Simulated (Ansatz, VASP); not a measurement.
# Ba: VASP beside Ansatz

INCAR

```
SYSTEM = Ba
ALGO = Normal ; EDIFF = 1E-7
ENCUT = 520 ; GGA = PE
ISIF = 2 ; ISMEAR = 0
LASPH = .TRUE. ; LCHARG = .TRUE.
LELF = .TRUE. ; LREAL = .FALSE.
LVHAR = .TRUE. ; LWAVE = .FALSE.
NBANDS = 11 ; NELM = 60
PREC = Accurate ; SIGMA = 0.15
```

Contents of KPOINTS:

```
k-points
0
G
  16 16 16
  0 0 0
```

File POSCAR:

```
Ba
1.0
   -2.5000000000      2.5000000000      2.5000000000
    2.5000000000     -2.5000000000      2.5000000000
    2.5000000000      2.5000000000     -2.5000000000
Ba
1
Direct
    0.0000000000      0.0000000000      0.0000000000
```

Input for Ansatz:

```yaml
crystal:
  lattice:
    - [-2.5, 2.5, 2.5]
    - [2.5, -2.5, 2.5]
    - [2.5, 2.5, -2.5]
  atoms:
    - { symbol: Ba, position: [0.0, 0.0, 0.0] }
basis:
  ecutwfc: 420
kpoints:
  mp_grid: { grid: [16, 16, 16] }
hamiltonian:
  xc: pbe
scf:
  occupations: { method: gaussian, width: 0.15 }
output:
  forces: true
  stress: true
  eigenvalues: true
```

Alike in both runs: task single point; functional PBE; k mesh 16 × 16 × 16; occupations gaussian, width 0.15 eV; no spin polarisation.

```csv
,VASP,Ansatz
version,VASP 6.6.1,Ansatz 0.2.0
potentials or method,"VASP PAW PBE potentials, release 64 (Ba_sv)","scalar-relativistic, plane waves, PAW"
plane-wave cutoff (eV),520,420
valence electrons in the cell,10,10
```

Ansatz gave:

| Quantity | Value |
| --- | --- |
| gap on the k mesh at the Fermi level (eV) | none |
| pressure (GPa) | 0.1 |

Task: Estimate VASP's values.

Result: gap on the k mesh at the Fermi level (eV): none; pressure (GPa): 0.2.

A gap of «none» marks a metal or a gap that the smearing closes.

Spin-orbit coupling is left out, which matters for the levels of Ba.
